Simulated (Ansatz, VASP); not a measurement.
One calculation of SiC, two programs

Contents of INCAR:

```
ALGO = Normal ; EDIFF = 1E-7
ENCUT = 520 ; GGA = PE
ISIF = 2 ; ISMEAR = 0
LASPH = True ; LCHARG = False
LREAL = False ; LWAVE = False
NBANDS = 11 ; NELM = 100
PREC = Accurate ; SIGMA = 0.05
```

File KPOINTS:

```
k-points
0
Gamma
  12 12 12
```

Contents of POSCAR:

```
SiC
1.0
    0.0000000000      2.1359640939      2.1359640939
    2.1359640939      0.0000000000      2.1359640939
    2.1359640939      2.1359640939      0.0000000000
Si C
1 1
Direct
    0.0000000000      0.0000000000      0.0000000000
    0.7500000000      0.7500000000      0.7500000000
```

Input for Ansatz:

```yaml
crystal:
  lattice:
    - [0.0, 2.1359640939, 2.1359640939]
    - [2.1359640939, 0.0, 2.1359640939]
    - [2.1359640939, 2.1359640939, 0.0]
  atoms:
    - { symbol: Si, position: [0.0, 0.0, 0.0] }
    - { symbol: C, position: [0.75, 0.75, 0.75] }
basis:
  ecutwfc: 520.0
kpoints:
  mp_grid: { grid: [12, 12, 12] }
hamiltonian:
  xc: pbe
scf:
  occupations: { method: gaussian, width: 0.05 }
output:
  forces: true
  stress: true
  eigenvalues: true
```

Alike in both runs: task single point; functional PBE; k mesh 12 × 12 × 12; occupations gaussian, width 0.05 eV; no spin polarisation.

|  | VASP | Ansatz |
| --- | --- | --- |
| version | VASP 6.6.1 | Ansatz 0.2.0 |
| potentials or method | VASP PAW PBE potentials, release 64 (Si, C) | scalar-relativistic, plane waves, PAW |
| plane-wave cutoff (eV) | 520 | 520 |
| valence electrons in the cell | 8 | 8 |

Ansatz gave:

```
gap on the k mesh at the Fermi level (eV) : 1.30
least direct gap on the mesh (eV)         : 4.60
pressure (GPa)                            : 18.4
```

Estimate VASP's values.

gap on the k mesh at the Fermi level (eV): 1.30; least direct gap on the mesh (eV): 4.60; pressure (GPa): 18.3.

With one functional, cell and mesh, what is left measures potentials, basis and numerics.

Caveats: so large a pressure means that the cell lies far from this level's equilibrium, or that cutoff or potentials fall short (VASP). A k mesh can miss the band edges.
